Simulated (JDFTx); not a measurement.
# CoO: single point with PBE+U

CoO:

```
Co O
1.0
    -1.50800    1.50800    2.10725
     1.50800   -1.50800    2.10725
     1.50800    1.50800   -2.10725
Co O
1 1
Cartesian
  0.0000 0.0000 0.0000
  0.0000 0.0000 2.1072
```

| Property | Result |
| --- | --- |
| Program | JDFTx 1.7.0 (patched build) |
| Task | single point |
| Functional | PBE |
| Potentials or basis | PseudoDojo-SR-PBE-0.5-standard with smoothed tails |
| Cutoff | 1306 eV |
| Density cutoff | 10449 eV |
| k mesh | 8 × 8 × 8 |
| Occupations | fermi-dirac, width 0.05 eV |
| Spin | collinear spin, ferromagnetic start |
| Starting moments | [2.0, 0.0] μB |
| Hubbard terms | Co d U = 3 eV |

The pressure is 10.1 GPa, the band gap on the k mesh is none (metal or under the smearing width) and the net moment is 2.96 μB per cell. The absolute moment is 2.96 μB per cell and the site moments are Co +2.67; O +0.29 μB. The loewdin charges are Co +1.19; O -1.07 e.

Stress tensor (GPa, compression positive):
```
 5.28  0.00  0.00
 0.00  5.28  0.00
 0.00  0.00 19.60
```

Levels at points of the mesh, in eV from the Fermi level:
Spin up:
```
           k point  band 10  band 11  band 12  band 13  band 14  band 15
(0.00, 0.00, 0.00)    -3.98    -2.78    -2.78    -2.58     1.28    16.96
(0.00, 0.00, 0.50)    -4.03    -3.82    -3.69    -2.79     6.12    10.02
(0.00, 0.50, 0.00)    -3.23    -2.40    -0.31     0.12     5.25     9.70
(0.50, 0.50, 0.50)    -4.06    -3.35    -2.79    -2.79     6.01    10.39
```
Spin down:
| k point | band 6 | band 7 | band 8 | band 9 | band 10 | band 11 | band 12 | band 13 | band 14 | band 15 |
| --- | --- | --- | --- | --- | --- | --- | --- | --- | --- | --- |
| (0.00, 0.00, 0.00) | -2.46 | -2.46 | -2.28 | -2.28 | -2.21 | 0.56 | 0.67 | 1.79 | 1.92 | 16.99 |
| (0.00, 0.00, 0.50) | -6.20 | -3.66 | -3.52 | -3.49 | -1.08 | 1.31 | 1.79 | 2.48 | 6.95 | 10.59 |
| (0.00, 0.50, 0.00) | -7.62 | -4.39 | -3.89 | -1.18 | -0.88 | 1.59 | 3.01 | 4.16 | 5.61 | 10.48 |
| (0.50, 0.50, 0.50) | -6.06 | -3.60 | -3.60 | -1.09 | -1.09 | -0.47 | 1.02 | 2.78 | 6.98 | 10.71 |

Eigenvalues of the final occupation matrices:
```tsv
site	spin	trace	eigenvalues
atom 1 Co	1	4.99	0.99 1.00 1.00 1.00 1.00
atom 1 Co	2	2.49	0.09 0.18 0.23 0.99 0.99
```

Wall time 2.5 min on 1 thread of Intel(R) Xeon(R) 6975P-C (Granite Rapids), with other jobs on the host, peak memory 0.23 GiB.

Caveat: the k mesh is coarse (spacing up to 0.37 Å⁻¹), so the values aren't converged; the atomic charges don't sum to the cell's charge; the symmetry found averages the density of an open shell, so the energy may lie above that of the true state; a cell with one magnetic atom can't hold antiferromagnetic order, which such compounds often take. The state reached can hang on the start; a lower one may exist.
